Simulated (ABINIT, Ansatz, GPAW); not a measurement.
TiAl3: 4 runs at one level of theory

```xyz
4
Lattice="2.8397 0.0000 0.0000 0.0000 4.6813 0.0000 0.0000 0.0000 4.9007" Properties=species:S:1:pos:R:3 pbc="T T T"
Ti   -0.0130    2.3431    0.7849
Al   -0.0111   -0.0189    4.0839
Al    1.3941   -0.0013    1.5883
Al    1.3944    2.3201    3.3092
```

The cell comes from a database or a generator and needn't be the stable form of this composition.

Atoms were shifted at random by some hundredths of an Å from the given cell, which wasn't relaxed again for these runs.

Alike in all runs: task single point; functional PBEsol; k mesh 9 × 6 × 6; occupations fermi-dirac, width 0.05 eV; no spin polarisation; no spin-orbit coupling. Pressure is positive in compression and, in plane waves, holds the error of the finite cutoff, which Ansatz's Pulay term estimates and takes out.

| program and potentials | plane-wave cutoff (eV) | notes | pressure (GPa) | largest force (eV/Å) | energy over the undisturbed cell (meV/atom) |
| --- | --- | --- | --- | --- | --- |
| Ansatz, Ansatz PAW | 420 | potentials made for PBE, which Ansatz adapts in part; Pulay term of +0.05 GPa included | -2.18 | 0.459 | 4.45 |
| ABINIT, PseudoDojo NC SR PBEsol v0.4.1 standard | 1143 | - | -2.27 | 0.464 | 4.54 |
| Ansatz, all-electron LAPW, scalar-relativistic | - | - | -2.20 | 0.458 | - |
| GPAW, PAW data sets generated for this functional | 600 | - | -2.12 | 0.464 | 4.55 |

Force on atom 4 (Al), eV/Å:

```tsv
program and potentials	x	y	z
Ansatz, Ansatz PAW	0.046	0.020	-0.456
ABINIT, PseudoDojo NC SR PBEsol v0.4.1 standard	0.047	0.020	-0.461
Ansatz, all-electron LAPW, scalar-relativistic	0.046	0.020	-0.456
GPAW, PAW data sets generated for this functional	0.047	0.020	-0.462
```

The pressure spans -2.27 (ABINIT, PseudoDojo NC SR PBEsol v0.4.1 standard) to -2.12 GPa (GPAW, PAW data sets generated for this functional), with all-electron results at -2.20.

The functional is the same throughout but for its coding, so the spread measures potentials, basis and numerics; runs on potential files found faulty are left out.
